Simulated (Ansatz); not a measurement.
# Al3Cu2: an axial (c/a) deformation path

An exercise on one series of results from a longer session: the logs are not shown, and one member is left open.

Program: Ansatz 0.2.0. Level of theory: DFT r2SCAN, scalar-relativistic, plane waves, PAW. These are calculated values, not measurements.

2 further runs of the same task are left out: 2 set aside as unsound or not needed.

## The starting structure

Symmetry: P-3m1, No. 164, trigonal system. The conventional cell has a = 4.102 Å, b = 4.102 Å, c = 4.990 Å, α = 90.00°, β = 90.00°, γ = 120.00°. Al (site symmetry -3m) is surrounded by 6 Cu at 2.50 Å. Al (site symmetry 3m) has 5 Cu at 2.45 to 2.55 Å and 3 Al at 2.80 Å as nearest neighbours. Cu (site symmetry 3m) has 8 Al at 2.45 to 2.55 Å as nearest neighbours.

As a file:

```cif
data_structure
_symmetry_space_group_name_H-M 'P 1'
_symmetry_Int_Tables_number 1
_cell_length_a 4.1018
_cell_length_b 4.1018
_cell_length_c 4.9899
_cell_angle_alpha 90.000
_cell_angle_beta 90.000
_cell_angle_gamma 120.000
_cell_volume 72.71
loop_
_atom_site_label
_atom_site_type_symbol
_atom_site_fract_x
_atom_site_fract_y
_atom_site_fract_z
_atom_site_occupancy
Al1 Al 0.00000 0.00000 0.00000 1
Al2 Al 0.33333 0.66667 0.35017 1
Al3 Al 0.66667 0.33333 0.64983 1
Cu1 Cu 0.33333 0.66667 0.84017 1
Cu2 Cu 0.66667 0.33333 0.15983 1
```

It goes back to an entry of the Materials Project, which need not be the stable form.

It is the result of an earlier relaxation at this level (volume 14.54 Å³/atom; gap on the mesh: none (metal)).

Set-up of the first run:

Input file input.yaml:

```yaml
crystal:
  lattice:
    - [4.1018117831, 0.0, 0.0]
    - [-2.0509058916, 3.5522732057, 0.0]
    - [0.0, 0.0, 4.9898613934]
  atoms:
    - { symbol: Al, position: [0.0, 0.0, 0.0] }
    - { symbol: Al, position: [0.3333333333, 0.6666666667, 0.3501725384] }
    - { symbol: Al, position: [0.6666666667, 0.3333333333, 0.6498274616] }
    - { symbol: Cu, position: [0.3333333333, 0.6666666667, 0.8401683188] }
    - { symbol: Cu, position: [0.6666666667, 0.3333333333, 0.1598316812] }
basis:
  ecutwfc: 500
kpoints:
  mp_grid: { grid: [18, 18, 10] }
hamiltonian:
  xc: r2scan
scf:
  occupations: { method: gaussian, width: 0.15 }
output:
  forces: true
  stress: true
  eigenvalues: true
```

Command:

```console
$ ansatz run input.yaml --threads 1 --pin off --max-ram 2560MiB --backend cpu --events-out ev --progress --plain --runs-dir out
```

Among the steps run: The undisturbed cell; ρ = 0.850; Point ρ = 1.200; Point ρ = 0.920; At ρ = 1.100; ρ = 0.960.

One of the session's tables, all rows but one given; the rest of the session is left out.

Collected from the runs (energy zero: the undisturbed cell):

| ρ | ΔE (meV/atom) | pressure (GPa) |
| --- | --- | --- |
| 0.850 | 193.0 | 5.7 |
| 0.920 | ? | ? |
| 0.960 | 12.4 | 0.4 |
| 1.000 | 0.0 | 0.0 |
| 1.100 | 51.9 | 1.2 |
| 1.200 | 157.3 | 4.1 |

Estimate the missing values for ρ = 0.920.

Worked estimate for «ΔE (meV/atom)». A straight line through the neighbours (0.850, 193.0) and (0.960, 12.4) gives 193.0 + (12.4 − 193.0) × (0.920 − 0.850) / (0.960 − 0.850) = 78.1; a parabola fitted to 3 rows on both sides gives 53.2.

As computed: ΔE (meV/atom): 50.6; pressure (GPa): 1.6. In «ΔE (meV/atom)» the line misses by +27.5 and the parabola by +2.6.
